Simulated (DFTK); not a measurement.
Cu under changes of volume

One of the cells (11.810 Å³/atom); the others are scaled copies at fixed shape and fractional positions:

```
Cu
1.0
     0.00000    1.80750    1.80750
     1.80750    0.00000    1.80750
     1.80750    1.80750    0.00000
Cu
1
Direct
  0.00000 0.00000 0.00000
```

| Quantity | Value |
| --- | --- |
| Program | DFTK 0.8.2 |
| Functional | PBEsol |
| Potentials or basis | SG15 1.2 (PBE) |
| Cutoff | 1225 eV |
| k mesh | 9 × 9 × 9 |
| Occupations | fermi-dirac, width 0.05 eV |
| Spin | no spin polarisation |

| volume (Å³/atom) | energy over the lowest point (meV/atom) | pressure (GPa) |
| --- | --- | --- |
| 11.102 | 1.71 | 2.9 |
| 11.338 | 0.00 | -0.8 |
| 11.574 | 3.41 | -4.0 |
| 11.810 | 11.33 | -6.9 |
| 12.047 | 23.24 | -9.4 |
| 12.283 | ? | ? |
| 12.519 | 57.13 | -13.6 |

Q: What does the run at 12.283 Å³/atom give?

A: Energy over the lowest point 38.64 meV/atom; pressure -11.7 GPa.

Worked out: A Birch-Murnaghan fit of order 3 (a polynomial in V^(-2/3)) to the other rows has its minimum at 11.29 Å³/atom with B0 = V·E''(V) = 169 GPa and B' = 5.0. It gives 38.65 meV/atom at 12.283 Å³/atom, against the run's 38.64, and -dE/dV = -11.5 GPa, against -11.7.

Energies are extrapolated to zero smearing.

Caveats: the potentials were made for another functional, which shifts forces and pressure.
